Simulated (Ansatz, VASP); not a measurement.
**Two plane-wave programs on ZrC**

```
Zr C
1.0
     0.00000    2.35021    2.35021
     2.35021    0.00000    2.35021
     2.35021    2.35021    0.00000
Zr C
1 1
Direct
  0.50000 0.50000 0.50000
  0.00000 0.00000 0.00000
```

Alike in both runs: task single point; functional PBEsol; k mesh 20 × 20 × 20; occupations gaussian, width 0.15 eV; no spin polarisation.

|  | VASP | Ansatz |
| --- | --- | --- |
| version | VASP 6.6.1 | Ansatz 0.2.0 |
| potentials or method | VASP PAW PBE potentials, release 64 (Zr_sv, C) | scalar-relativistic, plane waves, PAW |
| plane-wave cutoff (eV) | 520 | 420 |
| valence electrons in the cell | 16 | 16 |

VASP gave:

* gap on the k mesh at the Fermi level (eV): none
* pressure (GPa): -4.2

Question: Estimate Ansatz's values.

Answer: gap on the k mesh at the Fermi level (eV): none; pressure (GPa): -4.6.

A gap of «none» marks a metal or a gap that the smearing closes.

Caveats: the PAW data sets were made with another functional, which shifts forces and pressure a little (VASP).
